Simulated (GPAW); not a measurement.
Runs of GPAW 26.7.0 on LiCl. Symmetry: Fm-3m, No. 225, cubic system. The conventional cell has a = 5.130 Å, b = 5.130 Å, c = 5.130 Å, α = 90.00°, β = 90.00°, γ = 90.00°. Cl (site symmetry m-3m) has 6 Li at 2.56 Å as nearest neighbours. Li (site symmetry m-3m) is surrounded by 6 Cl at 2.56 Å. 

```tsv
task	level	potentials or basis	k mesh	cutoff (eV)	hybrids on these orbitals	oneshot functional	eigensolver	band path	band points	gap on the mesh (eV)	pressure (GPa)	V0 of scaled cells (Å³/atom)	B0 (GPa)
one-shot levels of the hybrid HSE06	LDA	the program's PAW data sets (release 1.2.1) made for this functional, pw	6 × 6 × 6	600	["HSE06", "YS-PBE0", "HSE03"]	HSE06	-	-	-	5.99	-2.9	-	-
band structure	OLYP	PAW data sets generated in the run's folder for this functional, pw	7 × 7 × 7	800	-	-	davidson	GXWKGLUWLK,UX	100	7.00	3.3	-	-
one-shot levels of the hybrid HSE06	PBE	GPAW PAW data sets (gpaw-data 1.2.1), pw	6 × 6 × 6	600	["HSE06", "YS-PBE0", "EXX"]	HSE06	-	-	-	(d)	(b)	-	-
band structure	revTPSS	GPAW PAW data sets (gpaw-data 1.2.1), pw	7 × 7 × 7	800	-	-	davidson	GXWKGLUWLK,UX	80	6.57	(a)	-	-
equation of state	PBE+D3	GPAW PAW data sets (gpaw-data 1.2.1), pw	7 × 7 × 7	800	-	-	-	-	-	-	-	16.51	35
band structure	r2SCAN	GPAW PAW data sets (gpaw-data 1.2.1), pw	7 × 7 × 7	800	-	-	-	GXWKGLUWLK,UX	60	7.23	0.0	-	-
equation of state	PBE+D3(BJ)	GPAW PAW data sets (gpaw-data 1.2.1), pw	7 × 7 × 7	800	-	-	-	-	-	-	-	16.07	(c)
```

Alike in all rows: no spin polarisation; cell as given; smearing fermi-dirac 0.05 eV.

Task: Fill in the values left out.

Result: (a) -0.2; (b) 0.4; (c) 38; (d) 6.32.

Caveats: the cutoff is short for stress and forces, so pressures can be off by a GPa or more (some runs); energy and the plain gap are those of the semilocal run (some runs); the hybrids' values are one shot on its orbitals and mesh (some runs); the PAW data sets were made with another functional, which shifts forces and pressure a little (some runs).

A k mesh can miss the band edges.
